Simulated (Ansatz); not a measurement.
Structure: Mg₂Si (Fm-3m) from a database structure, at its r2SCAN minimum. It is cubic, Fm-3m (No. 225); conventional cell a = 6.338 Å, 21.22 Å³ an atom. Around Mg lie 4 Si at 2.74 Å; around Si lie 8 Mg at 2.74 Å.

```
Mg Si
1.0
     0.00000    3.16897    3.16897
     3.16897    0.00000    3.16897
     3.16897    3.16897    0.00000
Mg Si
2 1
Cartesian
  1.5845 1.5845 1.5845
  4.7535 4.7535 4.7535
  0.0000 0.0000 0.0000
```

3 runs of Ansatz on this cell differ in the functional (and in the settings that go with it). Levels are in eV from each run's valence top; v1 is the last filled band, c1 the first empty one.

Run A, mean stress +0.7 GPa (compression positive):
```tsv
point	v4	v3	v2	v1	c1	c2
Γ	-9.14	0.00	0.00	0.00	1.91	2.58
X	-7.13	-4.44	-1.94	-1.94	0.20	0.43
U	-7.16	-4.01	-3.44	-1.62	0.71	3.00
L	-7.70	-4.77	-0.70	-0.70	1.29	2.56
```

Run B, mean stress +0.5 GPa (compression positive):
```tsv
point	v4	v3	v2	v1	c1	c2
Γ	-9.47	0.00	0.00	0.00	2.23	2.89
X	-7.39	-4.61	-2.02	-2.02	0.44	0.70
U	-7.42	-4.17	-3.57	-1.68	0.97	3.32
L	-7.98	-4.95	-0.73	-0.73	1.59	2.87
```

Run C, mean stress +3.0 GPa (compression positive):
```tsv
point	v4	v3	v2	v1	c1	c2
Γ	-13.73	0.00	0.00	0.00	7.71	7.95
X	-10.80	-6.44	-2.86	-2.86	4.89	5.41
U	-10.83	-5.78	-4.88	-2.36	5.63	8.61
L	-11.62	-6.96	-1.02	-1.02	6.72	7.91
```

Question: Match the runs to PBE, DDH-PBE0, Hartree-Fock.

Answer: A is PBE, B is DDH-PBE0, C is Hartree-Fock. In order of the gap: PBE 0.20, DDH-PBE0 0.44, Hartree-Fock 4.89 eV.

The values are computed, spin-unpolarised, and not measurements.

The program warns that its thresholds are loose for a hybrid's stress.

The meshes of the hybrids are coarse, so their gaps aren't converged to the digits shown.
